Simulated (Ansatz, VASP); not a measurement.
GaN in VASP and in Ansatz

The input INCAR:

```
SYSTEM = GaN
PREC = Accurate ; ENCUT = 520
EDIFF = 1E-6 ; ISMEAR = 0
SIGMA = 0.05 ; LREAL = .False.
LASPH = .True. ; NELM = 100
ALGO = Normal ; ISIF = 2
LWAVE = .False. ; LCHARG = .False.
GGA = PE ; NBANDS = 16
```

Contents of KPOINTS:

```
regular mesh
0
Gamma
  10 10 10
  0 0 0
```

The input POSCAR:

```
GaN
1.0
    0.0000000000      2.2535006075      2.3661756379
    2.2535006075      0.0000000000      2.3661756379
    2.2535006075      2.2535006075      0.0000000000
Ga N
1 1
Direct
    0.0000000000      0.0000000000      0.0000000000
    0.7500000000      0.7500000000      0.7500000000
```

Input for Ansatz:

```yaml
crystal:
  lattice:
    - [0.0, 2.2535006075, 2.3661756379]
    - [2.2535006075, 0.0, 2.3661756379]
    - [2.2535006075, 2.2535006075, 0.0]
  atoms:
    - { symbol: Ga, position: [0.0, 0.0, 0.0] }
    - { symbol: "N", position: [0.75, 0.75, 0.75] }
basis:
  ecutwfc: 420
kpoints:
  mp_grid: { grid: [10, 10, 10] }
hamiltonian:
  xc: pbe
scf:
  occupations: { method: gaussian, width: 0.05 }
output:
  forces: true
  stress: true
  eigenvalues: true
```

Change from the starting cell: strain +0.0500 x Voigt [0, 0, 1, 0, 0, 0], atoms carried along.

Alike in both runs: task single point; functional PBE; k mesh 10 × 10 × 10; occupations gaussian, width 0.05 eV; no spin polarisation.

|  | VASP | Ansatz |
| --- | --- | --- |
| version | VASP 6.6.1 | Ansatz 0.2.0 |
| potentials or method | VASP PAW PBE potentials, release 64 (Ga_d, N) | scalar-relativistic, plane waves, PAW |
| plane-wave cutoff (eV) | 520 | 420 |
| valence electrons in the cell | 18 | 18 |

```tsv
	VASP	Ansatz	Ansatz less VASP
gap on the k mesh at the Fermi level (eV)	1.32	1.32	-0.004
least direct gap on the mesh (eV)	1.32	1.32	-0.004
pressure (GPa)	-3.5	-3.6	-0.13
largest component of the traceless stress (GPa)	4.47	4.47	0.000
```
